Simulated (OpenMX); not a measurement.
BN under changes of volume

One of the cells (9.666 Å³/atom); the others are scaled copies at fixed shape and fractional positions:

```xyz
2
Lattice="0.0000 3.5185 2.1804 1.2599 0.0000 2.1804 1.2599 3.5185 0.0000" Properties=species:S:1:pos:R:3 pbc="T T T"
N     1.2599    3.5185    2.9072
B     1.2599    3.5185    0.0002
```

Measurements of this composition are mostly on another form, of space group No. 194.

- Program: OpenMX 3.8.5
- Functional: PBE
- Potentials or basis: OpenMX 2013 PBE set, N6.0-s2p2d1, B7.0-s2p2d1, fixed grid of 25 × 25 × 25 points
- k mesh: 13 × 13 × 13
- Occupations: fermi-dirac, width 0.05 eV
- Spin: no spin polarisation

| volume (Å³/atom) | energy over the lowest point (meV/atom) | gap on the mesh (eV) |
| --- | --- | --- |
| 8.908 | 50.35 | 4.00 |
| 9.097 | 28.15 | 3.99 |
| 9.287 | 12.72 | 3.97 |
| 9.666 | 0.00 | 3.94 |
| 9.855 | ? | ? |
| 10.045 | 8.19 | 3.91 |

**Question.** What does the run at 9.855 Å³/atom give?

**Answer.** Energy over the lowest point 1.71 meV/atom; gap on the mesh 3.92 eV.

Worked out: A Birch-Murnaghan fit of order 3 (a polynomial in V^(-2/3)) to the other rows has its minimum at 9.70 Å³/atom with B0 = V·E''(V) = 222 GPa and B' = 3.5 at fixed shape and positions, which overstates the stiffness. It gives 1.70 meV/atom at 9.855 Å³/atom, against the run's 1.71. A straight line through the other rows of the gap, of slope -0.767 eV per unit of ln V, gives 3.93 eV, against the run's 3.92.

Energies are extrapolated to zero smearing.

Caveats: an odd mesh through Γ misses points on the zone boundary, where band edges often lie; the basis of atomic orbitals isn't converged, which shifts pressures, moduli and gaps.
